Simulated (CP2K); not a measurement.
Crystal: CuO.

```xyz
8
Lattice="2.9005 0.0000 0.0000 -0.1948 5.5406 0.0000 -1.1382 -2.2563 5.0453" Properties=species:S:1:pos:R:3 pbc="T T T"
Cu    0.4149    4.6445    1.4659
Cu    1.1525   -1.3601    3.5794
Cu    0.0558    1.3490    3.4492
Cu    1.5117    1.9354    1.5961
O     1.0624    3.8966    0.0499
O     0.2966    2.9062    3.3223
O     0.5010    1.7634    0.3704
O     2.4131    0.2587    1.3026
```

Base run:

| Quantity | Value |
| --- | --- |
| Program | CP2K 2026.2 |
| Functional | RPBE |
| Potentials or basis | POTENTIAL_UZH Cu GTH-PBE-q11, O GTH-PBE-q6; DZVP-MOLOPT-PBE-GTH basis |
| Density cutoff | 11565 eV |
| k mesh | 7 × 4 × 4 |
| Occupations | fermi-dirac, width 0.05 eV |
| Spin | no spin polarisation |

Its results: band gap on the k mesh none (metal or under the smearing width); pressure 65.6 GPa; largest force 17.911 eV/Å.

After a change of settings the same cell gave: band gap on the k mesh none (metal or under the smearing width); pressure 49.1 GPa; largest force 17.028 eV/Å. Which change was it?
A. functional from RPBE to PBEsol
B. functional from RPBE to revPBE
C. functional from RPBE to LDA
D. functional from RPBE to PBE

C.

LDA binds more tightly than RPBE, so the same cell stands under less pressure.

Caveats: a pressure of tens of GPa on the cell as given is suspect, and the run, the potentials or the cell itself is likely at fault; the potentials were made for another functional, which shifts forces and pressure; the basis of atomic orbitals isn't converged, which shifts pressures, moduli and gaps; the run has no spin polarisation, though such a crystal can be magnetic; semilocal functionals often make such compounds metallic where correlation or magnetic order opens a gap, which also shifts bond lengths.
